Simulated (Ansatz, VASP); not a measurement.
Two plane-wave programs on Sn

```
Sn
1.0
     0.00000    3.27017    3.27017
     3.27017    0.00000    3.27017
     3.27017    3.27017    0.00000
Sn
2
Direct
  0.00000 0.00000 0.00000
  0.25000 0.25000 0.25000
```

Alike in both runs: functional PBEsol; k mesh 12 × 12 × 12; occupations gaussian, width 0.1 eV; no spin polarisation.

Ansatz relaxed the structure, and its values are those at the end. VASP's run is a single point on that final structure, the one shown.

|  | VASP | Ansatz |
| --- | --- | --- |
| version | VASP 6.6.1 | Ansatz 0.2.0 |
| potentials or method | VASP PAW PBE potentials, release 64 (Sn_d) | scalar-relativistic, plane waves, PAW |
| plane-wave cutoff (eV) | 520 | 420 |
| valence electrons in the cell | 28 | 28 |

```csv
,VASP,Ansatz,Ansatz less VASP
gap on the k mesh at the Fermi level (eV),none,none,-
pressure (GPa),-0.1,0.0,+0.13
```

A gap of «none» marks a metal or a gap that the smearing closes. The functional is the same, so the differences come from potentials, cutoffs and numerics.

Caveats: the PAW data sets were made with another functional, which shifts forces and pressure a little (VASP).
